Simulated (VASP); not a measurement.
# Cd (Fm-3m) in VASP: density of states with PBE

Aim: the density of states of Cd with PBE.

Everything below comes from runs of VASP 6.6.1. Logs are shortened: lines on timing, memory, paths and dates and some standing lists are left out, and cuts for length are marked.

## Step 1: The crystal as given

The structure is cubic, space group Fm-3m (No. 225). The conventional cell has a = 4.508 Å, b = 4.508 Å, c = 4.508 Å, α = 90.00°, β = 90.00°, γ = 90.00°. Cd (site symmetry m-3m) is surrounded by 12 Cd at 3.19 Å.

The cell was built by a generator and needn't be a form met in nature.

## Step 2: Density of states, PBE

Contents of POSCAR:

```
Cd
1.0
    0.0000000000      2.2541363713      2.2541363713
    2.2541363713      0.0000000000      2.2541363713
    2.2541363713      2.2541363713      0.0000000000
Cd
1
Direct
    0.0000000000      0.0000000000      0.0000000000
```

Contents of INCAR.step1:

```
SYSTEM = Cd
PREC = Accurate
ENCUT = 520
EDIFF = 1E-6
ISMEAR = 0
SIGMA = 0.05
LREAL = .FALSE.
LASPH = .TRUE.
NELM = 80
ALGO = Normal
ISIF = 2
LWAVE = .FALSE.
LCHARG = .TRUE.
GGA = PE
NBANDS = 12
```

Contents of KPOINTS.step1:

```
regular mesh
0
G
  16 16 16
  0 0 0
```

Contents of INCAR.step2:

```
SYSTEM = Cd
PREC = Accurate
ENCUT = 520
EDIFF = 1E-6
ISMEAR = -5
SIGMA = 0.05
LREAL = .FALSE.
LASPH = .TRUE.
NELM = 80
ALGO = Normal
ISIF = 2
LWAVE = .FALSE.
LCHARG = .FALSE.
GGA = PE
LORBIT = 11
NBANDS = 12
NEDOS = 1001
ICHARG = 11
```

Contents of KPOINTS.step2:

```
regular mesh
0
G
  24 24 24
  0 0 0
```

Potentials or basis: VASP PAW PBE potentials, release 64 (Cd).

Run with:

```bash
$ cat potpaw_PBE.64/Cd/POTCAR > POTCAR
$ cp INCAR.step1 INCAR
$ cp KPOINTS.step1 KPOINTS
$ mpirun -np 1 vasp_std > vasp.out
$ cp INCAR.step2 INCAR
$ cp KPOINTS.step2 KPOINTS
$ mpirun -np 1 vasp_std > vasp.out
```

OUTCAR:

```text
SYSTEM = Cd
   PREC = Accurate
   ENCUT = 520
   EDIFF = 1E-6
   ISMEAR = -5
   LREAL = .FALSE.
   LASPH = .TRUE.
   NELM = 80
   ISIF = 2
   GGA = PE
   LORBIT = 11
   ICHARG = 11

 ion  position               nearest neighbor table
   1  0.000  0.000  0.000-

  LATTYP: Found a face centered cubic cell.
 ALAT       =     4.5082727426

  Lattice vectors:

 A1 = (   0.0000000000,   2.2541363713,   2.2541363713)
 A2 = (   2.2541363713,   0.0000000000,   2.2541363713)
 A3 = (   2.2541363713,   2.2541363713,   0.0000000000)

Analysis of symmetry for initial positions (statically):
=====================================================================
 Subroutine PRICEL returns:
 Original cell was already a primitive cell.

 Routine SETGRP: Setting up the symmetry group for a
 face centered cubic supercell.

 Subroutine GETGRP returns: Found 48 space group operations
 (whereof 48 operations were pure point group operations)
 out of a pool of 48 trial point group operations.

The static configuration has the point symmetry O_h .

Analysis of symmetry for dynamics (positions and initial velocities):
=====================================================================
 Subroutine PRICEL returns:
 Original cell was already a primitive cell.

 Routine SETGRP: Setting up the symmetry group for a
 face centered cubic supercell.

 Subroutine GETGRP returns: Found 48 space group operations
 (whereof 48 operations were pure point group operations)
 out of a pool of 48 trial point group operations.

The dynamic configuration has the point symmetry O_h .

 Subroutine INISYM returns: Found 48 space group operations
 (whereof 48 operations are pure point group operations),
 and found     1 'primitive' translations

----------------------------------------------------------------------------------------

                                     Primitive cell

  volume of cell :      22.9071

  direct lattice vectors                    reciprocal lattice vectors
     0.000000000  2.254136371  2.254136371    -0.221814441  0.221814441  0.221814441
     2.254136371  0.000000000  2.254136371     0.221814441 -0.221814441  0.221814441
     2.254136371  2.254136371  0.000000000     0.221814441  0.221814441 -0.221814441

  length of vectors
     3.187830228  3.187830228  3.187830228     0.384193882  0.384193882  0.384193882

  position of ions in fractional coordinates (direct lattice)
     0.000000000  0.000000000  0.000000000

  ion indices of the primitive-cell ions
   primitive index   ion index
                 1           1

----------------------------------------------------------------------------------------

 KPOINTS: regular mesh

Automatic generation of k-mesh.
 Grid dimensions read from file:
 generate k-points for:   24   24   24

 Generating k-lattice:

  Cartesian coordinates                     Fractional coordinates (reciprocal lattice)
    -0.009242268  0.009242268  0.009242268     0.041666667  0.000000000  0.000000000
     0.009242268 -0.009242268  0.009242268     0.000000000  0.041666667  0.000000000
     0.009242268  0.009242268 -0.009242268     0.000000000  0.000000000  0.041666667

  Length of vectors
     0.016008078  0.016008078  0.016008078

  Shift w.r.t. Gamma in fractional coordinates (k-lattice)
     0.000000000  0.000000000  0.000000000

 TETIRR: Found   1864 inequivalent tetrahedra from    82944

 Subroutine IBZKPT returns following result:
 ===========================================

 Found    413 irreducible k-points:

 Following reciprocal coordinates:
            Coordinates               Weight
  0.000000  0.000000  0.000000      1.000000
  0.041667  0.000000  0.000000      8.000000
  0.083333  0.000000  0.000000      8.000000
  0.125000  0.000000  0.000000      8.000000
  0.166667  0.000000  0.000000      8.000000
  0.208333  0.000000  0.000000      8.000000
[... 16 lines left out ...]
  0.416667  0.041667  0.000000     24.000000
  0.458333  0.041667  0.000000     24.000000
 [... further k-points ...]
   k-points           NKPTS =    413   k-points in BZ     NKDIM =    413   number of bands    NBANDS=     12
   number of dos      NEDOS =   1001   number of ions     NIONS =      1
   total plane-waves  NPLWV =  13824
   dimension x,y,z NGX =    24 NGY =   24 NGZ =   24
   dimension x,y,z NGXF=    48 NGYF=   48 NGZF=   48
   ions per type =               1
   NGX,Y,Z   is equivalent  to a cutoff of  12.52, 12.52, 12.52 a.u.
   NGXF,Y,Z  is equivalent  to a cutoff of  25.03, 25.03, 25.03 a.u.
 SYSTEM =  Cd
   PREC   = accura    normal or accurate (medium, high low for compatibility)
   ISTART =      0    job   : 0-new  1-cont  2-samecut
   ICHARG =     11    charge: 1-file 2-atom 10-const
   ISPIN  =      1    spin polarized calculation?
   LNONCOLLINEAR =      F non collinear calculations
   LSORBIT =      F    spin-orbit coupling
   LASPH  =      T    aspherical Exc in radial PAW
   ENCUT  =  520.0 eV  38.22 Ry    6.18 a.u.   5.93  5.93  5.93*2*pi/ulx,y,z
   NELM   =     80;   NELMIN=  2; NELMDL=  0     # of ELM steps
   EDIFF  = 0.1E-05   stopping-criterion for ELM
   LREAL  =      F    real-space projection
   EDIFFG = 0.1E-04   stopping-criterion for IOM
   NSW    =      0    number of steps for IOM
   IBRION =     -1    ionic relax: 0-MD 1-quasi-New 2-CG
   NFREE  =      0    steps in history (QN), initial steepest desc. (CG)
   ISIF   =      2    stress and relaxation
   ISYM   =      2    0-nonsym 1-usesym 2-fastsym
   POTIM  = 0.5000    time-step for ionic-motion
   TEBEG  =    0.0;   TEEND  =   0.0 temperature during run
   PSTRESS=    0.0 pullay stress
   NELECT =      12.0000    total number of electrons
   NUPDOWN=      -1.0000    fix difference up-down
   EMIN   =  10.00;   EMAX   =-10.00  energy-range for DOS
   EFERMI =   0.00;   METHOD = LEGACY
   ISMEAR =    -5;   SIGMA  =   0.05  broadening in eV -4-tet -1-fermi 0-gaus
   EFERMI_NEDOS =   21; number of points for ismear=-14 and -15
   IALGO  =     38    algorithm
   IMIX   =      4    mixing-type and parameters
     AMIX     =   0.40;   BMIX     =  1.00
     AMIX_MAG =   1.60;   BMIX_MAG =  1.00
  volume/ion in A,a.u.               =      22.91       154.58
  Fermi-wavevector in a.u.,A,eV,Ry     =   1.319710  2.493890 23.696363  1.741634
  Thomas-Fermi vector in A             =   2.449588
   LORBIT       =     11    0 simple, 1 ext, 2 COOP (PROOUT), +10 PAW based schemes
   GGA     = PE    functional components
   LHFCALC =     F    Hartree Fock is set to
   AEXX    =    0.0000 exact exchange contribution
   IVDW    =     0    specifies the selected vdW correction
   LEPSILON=     F    determine dielectric tensor
   LRPA    =     F    only Hartree local field effects (RPA)
 non-spin polarized calculation
 Fermi weights with tetrahedron method with Bloechl corrections
  energy-cutoff  :      520.00
  volume of cell :       22.91
 maximum number of plane-waves:       636

 number of electron      11.9999992 magnetization

 Free energy of the ion-electron system (eV)
  ---------------------------------------------------
  ext. energy  EPLUGINS =         0.00000000
  ---------------------------------------------------
  free energy    TOTEN  =        -0.74005233 eV

  energy without entropy =       -0.74005233  energy(sigma->0) =       -0.74005233

 E-fermi :   2.4703     XC(G=0): -10.7325

 val. band max:        2.5033983691   @ k =  -0.4167   0.4167   0.0000
 cond. band min:       2.3375691767   @ k =  -0.3750   0.2917   0.0833
 fundamental gap:     -0.1658291924
 Fermi energy:         2.4703113977

 k-point     1 :       0.0000    0.0000    0.0000
  band No.  band energies     occupation
      1      -6.5141      2.00000
      2      -6.5141      2.00000
      3      -6.5141      2.00000
      4      -6.1065      2.00000
      5      -6.1065      2.00000
      6      -5.9385      2.00000
      7      16.2199      0.00000
      8      16.9703      0.00000
      9      16.9703      0.00000
     10      16.9703      0.00000
     11      20.2701      0.00000
     12      20.2701      0.00000

 k-point     2 :       0.0417    0.0000    0.0000
  band No.  band energies     occupation
      1      -6.5177      2.00000
      2      -6.5073      2.00000
      3      -6.5073      2.00000
      4      -6.1082      2.00000
      5      -6.1082      2.00000
      6      -5.8954      2.00000
      7      15.9612      0.00000
      8      16.5246      0.00000
      9      16.8924      0.00000
     10      16.8924      0.00000
     11      20.4016      0.00000
     12      20.4020      0.00000

 k-point     3 :       0.0833    0.0000    0.0000
  band No.  band energies     occupation
      1      -6.5320      2.00000
      2      -6.4884      2.00000
      3      -6.4884      2.00000
      4      -6.1120      2.00000
      5      -6.1120      2.00000
      6      -5.7620      2.00000
      7      14.6989      0.00000
      8      16.3957      0.00000
      9      16.6892      0.00000
     10      16.6892      0.00000
     11      20.7598      0.00000
     12      20.7675      0.00000
[... 286 lines left out ...]
 k-point    23 :       0.4167    0.0417    0.0000
  band No.  band energies     occupation
      1      -6.8909      2.00000
      2      -6.4967      2.00000
      3      -6.4756      2.00000
      4      -5.8646      2.00000
      5      -5.8033      2.00000
      6      -1.5543      2.00000
      7       3.5322     -0.01665
      8      14.2428      0.00000
      9      14.7252      0.00000
     10      15.2961      0.00000
     11      18.8314      0.00000
     12      19.2141      0.00000

 k-point    24 :       0.4583    0.0417    0.0000
  band No.  band energies     occupation
      1      -6.9173      2.00000
      2      -6.5093      2.00000
      3      -6.4897      2.00000
      4      -5.8200      2.00000
      5      -5.7762      2.00000
      6      -0.6388      2.00000
      7       2.3291      1.28300
      8      14.2719      0.00000
      9      14.4535      0.00000
     10      15.1829      0.00000
     11      18.8153      0.00000
     12      18.9245      0.00000

 [... further k-points ...]
[... 5 lines left out ...]
  --------------------------------------------------------------------------------------
  -------------------------------------------------------------------------------------
  Total        0.0046443      0.0046443      0.0046443      0.0000000      0.0000000      0.0000000
  in kB        0.3248350      0.3248350      0.3248350      0.0000000      0.0000000      0.0000000
  external PRESSURE =       0.3248350 kB  Pullay stress =       0.0000000 kB

 VOLUME and BASIS-vectors are now :
 -----------------------------------------------------------------------------
  energy-cutoff  :      520.00
  volume of cell :       22.91
      direct lattice vectors                 reciprocal lattice vectors
     0.000000000  2.254136371  2.254136371    -0.221814441  0.221814441  0.221814441
     2.254136371  0.000000000  2.254136371     0.221814441 -0.221814441  0.221814441
     2.254136371  2.254136371  0.000000000     0.221814441  0.221814441 -0.221814441

 POSITION                                       TOTAL-FORCE (eV/Angst)
 -----------------------------------------------------------------------------------
      0.00000      0.00000      0.00000         0.000000      0.000000     -0.000000
 -----------------------------------------------------------------------------------
    total drift:                                0.000000      0.000000      0.000000

  FREE ENERGIE OF THE ION-ELECTRON SYSTEM (eV)
  ---------------------------------------------------
  free  energy   TOTEN  =        -0.7400523346 eV

  energy  without entropy=       -0.7400523346  energy(sigma->0) =       -0.74005233

 total charge

# of ion       s       p       d       tot
------------------------------------------
    1        0.540   0.256   9.492  10.287
```

Run time: 41 s. Hardware: 1 thread of Intel Xeon Platinum 8375C at 2.90GHz (Ice Lake), shared host; peak memory 0.22 GiB.

What came out:

```yaml
Valence_electrons_inside_the_program's_atomic_spheres: Cd 10.29
```

States per cell in windows of 0.5 eV (zero at the Fermi level; states under -8 eV left out):
```csv
from (eV),total,Cd1_p,Cd1_s,Cd1_d
-8.0,0.04,0.00,0.02,0.00
-7.5,0.06,0.00,0.02,0.00
-7.0,0.08,0.00,0.02,0.00
-6.5,0.08,0.00,0.03,0.01
-6.0,0.10,0.01,0.03,0.01
-5.5,0.11,0.01,0.03,0.01
-5.0,0.11,0.01,0.03,0.01
-4.5,0.12,0.01,0.03,0.01
-4.0,0.13,0.02,0.03,0.01
-3.5,0.14,0.02,0.03,0.01
-3.0,0.14,0.02,0.03,0.01
-2.5,0.16,0.03,0.03,0.01
-2.0,0.16,0.03,0.03,0.01
-1.5,0.15,0.02,0.03,0.01
-1.0,0.20,0.03,0.05,0.01
-0.5,0.20,0.03,0.04,0.01
0.0,0.18,0.03,0.04,0.01
0.5,0.15,0.03,0.03,0.01
1.0,0.19,0.04,0.04,0.01
1.5,0.23,0.04,0.06,0.02
2.0,0.17,0.03,0.04,0.01
2.5,0.22,0.05,0.04,0.02
3.0,0.23,0.05,0.04,0.02
3.5,0.23,0.05,0.04,0.02
4.0,0.22,0.05,0.03,0.02
4.5,0.25,0.06,0.03,0.02
5.0,0.26,0.07,0.03,0.02
5.5,0.26,0.07,0.02,0.02
6.0,0.29,0.08,0.02,0.02
6.5,0.33,0.09,0.02,0.02
7.0,0.31,0.09,0.02,0.02
7.5,0.27,0.08,0.01,0.02
```

Caveat: tetrahedron occupations give inexact forces and stress in metals.
